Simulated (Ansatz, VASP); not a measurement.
**Two plane-wave programs on TiB2**

Contents of INCAR:

```
SYSTEM = TiB2
  ALGO = Normal
  EDIFF = 1E-7
  ENCUT = 520
  GGA = PS
  ISIF = 2
  ISMEAR = -1
  LASPH = .True.
  LCHARG = .False.
  LREAL = .False.
  LWAVE = .False.
  NBANDS = 16
  NELM = 60
  PREC = Accurate
  SIGMA = 0.05
```

KPOINTS

```
k-points
0
Gamma
  10 10 8
  0 0 0
```

POSCAR

```
TiB2
1.0
    3.0292000000      0.0000000000      0.0000000000
   -1.5146000000      2.6233641531      0.0000000000
    0.0000000000      0.0000000000      3.2284000000
Ti B
1 2
Direct
   -0.0033710000     -0.0139150000     -0.0152660000
    0.6563980000      0.3134780000      0.5027410000
    0.3314890000      0.6664920000      0.4940860000
```

Contents of input.yaml:

```yaml
crystal:
  lattice:
    - [3.0292, 0.0, 0.0]
    - [-1.5146, 2.6233641531, 0.0]
    - [0.0, 0.0, 3.2284]
  atoms:
    - { symbol: Ti, position: [-0.003371, -0.013915, -0.015266] }
    - { symbol: B, position: [0.656398, 0.313478, 0.502741] }
    - { symbol: B, position: [0.331489, 0.666492, 0.494086] }
hamiltonian:
  xc: pbesol
  pseudopotentials: { kind: paw }
kpoints:
  mp_grid: { grid: [10, 10, 8] }
scf:
  occupations: { method: fermi_dirac, width: 0.05 }
output:
  forces: true
  stress: true
  eigenvalues: true
```

Change from the starting cell: atoms moved at random, drawn with an rms of 0.05 Å.

Alike in both runs: task single point; functional PBEsol; k mesh 10 × 10 × 8; occupations fermi-dirac, width 0.05 eV; no spin polarisation.

|  | VASP | Ansatz |
| --- | --- | --- |
| version | VASP 6.6.1 | Ansatz 0.2.0 |
| potentials or method | VASP PAW PBE potentials, release 64 (Ti_sv, B) | Ansatz PAW |
| plane-wave cutoff (eV) | 520 | 420 |
| valence electrons in the cell | 18 | 18 |

VASP gave:

```
gap on the k mesh at the Fermi level (eV)       : none
pressure (GPa)                                  : -4.1
largest component of the traceless stress (GPa) : 2.43
rms of the force components (eV/Å)              : 0.494
```

Problem. What did Ansatz give for the same quantities?

Solution. gap on the k mesh at the Fermi level (eV): none; pressure (GPa): -4.5; largest component of the traceless stress (GPa): 2.36; rms of the force components (eV/Å): 0.490.

Atom by atom the forces differ by 0.004 eV/Å (rms over components). A gap of «none» marks a metal or a gap that the smearing closes. The functional is the same, so the differences come from potentials, cutoffs and numerics.

Caveats: the PAW data sets were made with another functional, which shifts forces and pressure a little (VASP); the PAW data sets come from PBE, with cores solved anew for the run's functional, which leaves a small shift of forces and pressure (Ansatz).
